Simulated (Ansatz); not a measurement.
# Polymorphs of AlN told apart by optics

Method, alike for all: Ansatz, PBEsol, independent particles, without spin-orbit coupling, line width 0.1 eV (Gaussian).

Structure 1:

The structure is hexagonal, space group P6_3mc (No. 186). Conventional cell: a = 3.113 Å, b = 3.113 Å, c = 4.981 Å, α = 90.00°, β = 90.00°, γ = 120.00°. Al on site b has 4 N at 1.89 Å as nearest neighbours. Around N on site b lie 4 Al at 1.89 Å.

Structure 2:

The structure is cubic, space group F-43m (No. 216). The conventional cell has a = 4.368 Å, b = 4.368 Å, c = 4.368 Å, α = 90.00°, β = 90.00°, γ = 90.00°. Al on site a has 4 N at 1.89 Å as nearest neighbours. N on site d is surrounded by 4 Al at 1.89 Å.

Spectrum A:

| E (eV) | Im ε |
| --- | --- |
| 0.00 | 0.00 |
| 0.25 | 0.00 |
| 0.50 | 0.00 |
| 0.75 | 0.00 |
| 1.00 | 0.00 |
| 1.25 | 0.00 |
| 1.50 | 0.00 |
| 1.75 | 0.00 |
| 2.00 | 0.00 |
| 2.25 | 0.00 |
| 2.50 | 0.00 |
| 2.75 | 0.00 |
| 3.00 | 0.00 |
| 3.25 | 0.00 |
| 3.50 | 0.00 |
| 3.75 | 0.00 |
| 4.00 | 0.00 |
| 4.25 | 0.04 |
| 4.50 | 0.49 |
| 4.75 | 0.71 |
| 5.00 | 0.86 |
| 5.25 | 0.98 |
| 5.50 | 1.10 |
| 5.75 | 1.27 |
| 6.00 | 2.86 |
| 6.25 | 3.83 |
| 6.50 | 5.28 |
| 6.75 | 5.84 |
| 7.00 | 8.06 |
| 7.25 | 8.10 |
| 7.50 | 9.24 |
| 7.75 | 9.77 |
| 8.00 | 9.20 |

Spectrum B:

(E (eV), Im ε): (0.00, 0.00), (0.50, 0.00), (1.00, 0.00), (1.50, 0.00), (2.00, 0.00), (2.50, 0.00), (3.00, 0.00), (3.50, 0.00), (4.00, 0.01), (4.50, 0.67), (5.00, 1.38), (5.50, 3.25), (6.00, 4.44), (6.50, 5.79), (7.00, 8.00), (7.50, 7.85), (8.00, 8.69)

Q: Match each spectrum to its structure.

A: A is structure 1 (P6_3mc, 10.5 Å³ an atom): least direct gap 4.13 eV, ε∞ = 4.69 along the first axis, strongest peak along the first axis at 7.84 eV. B is structure 2 (F-43m, 10.4 Å³ an atom): least direct gap 4.12 eV, ε∞ = 4.83 along the first axis, strongest peak along the first axis at 7.91 eV.
